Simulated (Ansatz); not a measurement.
AlFe:

```
Fe Al
1.0
     2.91000    0.00000    0.00000
     0.00000    2.91000    0.00000
     0.00000    0.00000    2.91000
Fe Al
1 1
Direct
  0.50000 0.50000 0.50000
  0.00000 0.00000 0.00000
```

Alike in all runs: program Ansatz 0.2.0; functional PBEsol; potentials or basis Ansatz PAW; cutoff 420 eV (not typed: the program's choice for these potentials); k mesh 8 × 8 × 8; occupations fermi-dirac, width 0.05 eV.

Problem. Only the start or the spin constraint differs. Which run ends lowest in energy?
A. collinear spin, ferromagnetic start of up to 2.2 μB; fixed moment 2.2
B. collinear spin, ferromagnetic start of up to 3 μB; fixed moment 3
C. collinear spin, ferromagnetic start of up to 0.8 μB; fixed moment 0.8
D. collinear spin, program default start; fixed moment 0
E. collinear spin, ferromagnetic start of up to 3.8 μB; fixed moment 3.8
F. collinear spin, ferromagnetic start of up to 1.5 μB; fixed moment 1.5

Solution. C.

```tsv
start	free energy over the lowest (meV/atom)	net moment (μB)	site or absolute moments (μB)	gap
collinear spin, program default start; fixed moment 0	22.4	0.00	-	-
collinear spin, ferromagnetic start of up to 4.5 μB; fixed moment 4.5	1780.0	4.50	Fe +3.60; Al +0.28	-
collinear spin, ferromagnetic start of up to 3 μB; fixed moment 3	460.7	3.00	Fe +2.72; Al +0.05	-
collinear spin, ferromagnetic start of up to 1.5 μB; fixed moment 1.5	60.1	1.50	Fe +1.55; Al -0.05	-
collinear spin, ferromagnetic start of up to 0.8 μB; fixed moment 0.8	0.0	0.80	Fe +0.84; Al -0.03	-
collinear spin, ferromagnetic start of up to 2.2 μB; fixed moment 2.2	142.2	2.20	Fe +2.17; Al -0.03	-
collinear spin, ferromagnetic start of up to 6 μB; fixed moment 6	4010.4	6.00	Fe +4.23; Al +0.59	-
collinear spin, ferromagnetic start of up to 3.8 μB; fixed moment 3.8	1077.1	3.80	Fe +3.23; Al +0.16	-
```

All polarised runs hold their moment fixed, so the table maps the energy against it. A still lower state may exist.

Caveats: the total moment is fixed, so each spin has its own Fermi level.
